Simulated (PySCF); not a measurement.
TDDFT excited states: C4H8

Species: 1-butene, C₄H₈.
InChI=1S/C4H8/c1-3-4-2/h3H,1,4H2,2H3

Computed with TDDFT CAM-B3LYP/aug-cc-pVTZ, vertical, gas phase, core orbitals frozen in the response (PySCF 2.14.0, density-fitted response routines). Isolated species at its PBE0-D3(BJ)/def2-TZVP geometry (one conformer only). Torsions of this conformer, `[CH2:1]=[CH:2][CH2:3][CH3:4]`: C1–C2–C3–C4 120°.

Task: List the vertical singlet excitations with oscillator strengths and describe the spectrum.

Result: 

```json
{"state": "S1", "E (eV)": "6.60", "ν̃ (cm⁻¹)": "53240", "f": "0.042", "|μ| (D)": "1.29", "main configurations (H = HOMO, L = LUMO)": "H→L (68%), H→L+1 (20%)"}
{"state": "S2", "E (eV)": "7.02", "ν̃ (cm⁻¹)": "56590", "f": "0.017", "|μ| (D)": "0.81", "main configurations (H = HOMO, L = LUMO)": "H→L+2 (78%)"}
{"state": "S3", "E (eV)": "7.09", "ν̃ (cm⁻¹)": "57180", "f": "0.249", "|μ| (D)": "3.04", "main configurations (H = HOMO, L = LUMO)": "H→L+1 (32%), H→L+3 (18%), H→L+6 (16%)"}
{"state": "S4", "E (eV)": "7.30", "ν̃ (cm⁻¹)": "58870", "f": "0.061", "|μ| (D)": "1.49", "main configurations (H = HOMO, L = LUMO)": "H→L+4 (38%), H→L+1 (29%), H→L+6 (9%)"}
{"state": "S5", "E (eV)": "7.46", "ν̃ (cm⁻¹)": "60190", "f": "0.066", "|μ| (D)": "1.53", "main configurations (H = HOMO, L = LUMO)": "H→L+3 (67%), H→L+6 (10%)"}
{"state": "S6", "E (eV)": "7.99", "ν̃ (cm⁻¹)": "64470", "f": "0.0041", "|μ| (D)": "0.37", "main configurations (H = HOMO, L = LUMO)": "H→L+6 (52%), H→L+4 (26%)"}
{"state": "S7", "E (eV)": "8.03", "ν̃ (cm⁻¹)": "64750", "f": "0.0030", "|μ| (D)": "0.31", "main configurations (H = HOMO, L = LUMO)": "H→L+5 (57%)"}
{"state": "S8", "E (eV)": "8.06", "ν̃ (cm⁻¹)": "65010", "f": "0.0011", "|μ| (D)": "0.19", "main configurations (H = HOMO, L = LUMO)": "H-1→L+6 (25%), H-1→L+4 (17%), H→L+5 (16%)"}
{"state": "S9", "E (eV)": "8.22", "ν̃ (cm⁻¹)": "66340", "f": "0.024", "|μ| (D)": "0.88", "main configurations (H = HOMO, L = LUMO)": "H→L+7 (80%)"}
{"state": "S10", "E (eV)": "8.41", "ν̃ (cm⁻¹)": "67870", "f": "0.035", "|μ| (D)": "1.05", "main configurations (H = HOMO, L = LUMO)": "H→L+8 (44%), H→L+10 (28%), H→L+9 (14%)"}
```

Triplets (Tamm–Dancoff): T1 4.44 eV, H→L+6 (33%), H→L+4 (22%), H→L+7 (9%); T2 6.53 eV, H→L (64%), H→L+1 (22%); T3 6.98 eV, H→L+2 (82%); T4 7.19 eV, H→L+1 (55%), H→L (15%), H→L+4 (12%).

The lowest singlet lies at 6.60 eV (188 nm, vacuum ultraviolet) and is of moderate strength; its leading configuration is HOMO→LUMO (68%). The strongest level in the table is S3 at 7.09 eV (175 nm, f = 0.249). Löwdin shares by element: HOMO carbon 78% or more, hydrogen 5% or more (atoms not listed hold the other 17%); LUMO hydrogen 57% or more (atoms not listed hold the other 43%). Of the 10 states listed, 7 reach f = 0.01 and none stays under 0.0005. The oscillator strengths of these states sum to 0.502; summed over the whole spectrum of an exact calculation they would give the number of electrons, 32 (Thomas–Reiche–Kuhn). The listed states span 1.81 eV, and the widest gap between neighbours is 0.53 eV (S5 to S6). Singlets were solved by full linear response, triplets in the Tamm–Dancoff approximation.
